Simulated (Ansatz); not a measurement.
**ZrC: a tetragonal deformation path**

One table from this session's results is given with a row withheld; the runs are named, their logs left out.

Computed with Ansatz 0.2.0 (DFT PBE, scalar-relativistic, plane waves, PAW, unless a step's input says otherwise).

**The structure to begin with**

The structure is cubic, space group Fm-3m (No. 225). Conventional cell: a = 4.700 Å, b = 4.700 Å, c = 4.700 Å, α = 90.00°, β = 90.00°, γ = 90.00°. Zr (site symmetry m-3m) is surrounded by 6 C at 2.35 Å. C (site symmetry m-3m) has 6 Zr at 2.35 Å as nearest neighbours.

Coordinates:

```
CELL_PARAMETERS angstrom
0.00000 2.35021 2.35021
2.35021 0.00000 2.35021
2.35021 2.35021 0.00000
ATOMIC_POSITIONS crystal
Zr 0.50000 0.50000 0.50000
C 0.00000 0.00000 0.00000
```

No relaxation comes first: the listed cell is the starting point.

The first run:

The input, input.yaml:

```yaml
crystal:
  lattice:
    - [0.0, 2.35021, 2.35021]
    - [2.35021, 0.0, 2.35021]
    - [2.35021, 2.35021, 0.0]
  atoms:
    - { symbol: Zr, position: [0.5, 0.5, 0.5] }
    - { symbol: C, position: [0.0, 0.0, 0.0] }
basis:
  ecutwfc: 420
kpoints:
  mp_grid: { grid: [20, 20, 20] }
hamiltonian:
  xc: pbe
scf:
  occupations: { method: gaussian, width: 0.15 }
output:
  forces: true
  stress: true
  eigenvalues: true
```

Among the steps run: Zero of the scan; ρ = 0.707; At ρ = 1.414; At ρ = 0.850; At ρ = 1.200; At ρ = 0.780; Point ρ = 1.300; ρ = 0.920.

One of the session's tables, all rows but one given; the rest of the session is left out.

It belongs to the step «The scan collected». Collected from the runs (energy zero: the undisturbed cell):

| ρ | ΔE (meV/atom) | pressure (GPa) |
| --- | --- | --- |
| 0.707 | 1637.6 | 45.2 |
| 0.780 | 793.0 | 26.6 |
| 0.850 | 308.9 | 12.6 |
| 0.920 | 74.2 | 4.2 |
| 1.000 | 0.0 | 1.2 |
| 1.200 | 293.8 | 14.9 |
| 1.300 | ? | ? |
| 1.414 | 1044.9 | 47.7 |

**Question.** Estimate the row for ρ = 1.300.

Worked estimate for «ΔE (meV/atom)». A straight line through the neighbours (1.200, 293.8) and (1.414, 1044.9) gives 293.8 + (1044.9 − 293.8) × (1.300 − 1.200) / (1.414 − 1.200) = 644.8; a parabola fitted to 3 rows on both sides gives 588.6.

The run gave: ΔE (meV/atom): 601.6; pressure (GPa): 28.9. In «ΔE (meV/atom)» the line misses by +43.2 and the parabola by -13.0.
